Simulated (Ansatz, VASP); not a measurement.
## Two plane-wave programs on TePb

```
Pb Te
1.0
     0.00000    3.25240    3.25240
     3.25240    0.00000    3.25240
     3.25240    3.25240    0.00000
Pb Te
1 1
Direct
  0.00000 0.00000 0.00000
  0.50000 0.50000 0.50000
```

Alike in both runs: task single point; functional RPBE; dispersion D4; k mesh 7 × 7 × 7; occupations fermi-dirac, width 0.05 eV; no spin polarisation.

```csv
,VASP,Ansatz
version,VASP 6.6.1,Ansatz 0.2.0
potentials or method,"VASP PAW PBE potentials, release 64 (Pb_d, Te)",Ansatz PAW
plane-wave cutoff (eV),520,420
valence electrons in the cell,20,30
```

Ansatz gave:

* gap on the k mesh at the Fermi level (eV): 1.09
* least direct gap on the mesh (eV): 1.09
* pressure (GPa): -0.7
* dispersion energy (meV/atom): -753.1

Task: Which values does VASP return?

Result: gap on the k mesh at the Fermi level (eV): 1.10; least direct gap on the mesh (eV): 1.10; pressure (GPa): -0.8; dispersion energy (meV/atom): -752.9.

The two sets of potentials don't hold the same shells in valence.

Caveats: the PAW data sets were made with another functional, which shifts forces and pressure a little (VASP); the PAW data sets come from PBE, with cores solved anew for the run's functional, which leaves a small shift of forces and pressure (Ansatz). Spin-orbit coupling is left out, which matters for the levels of Pb, Te.
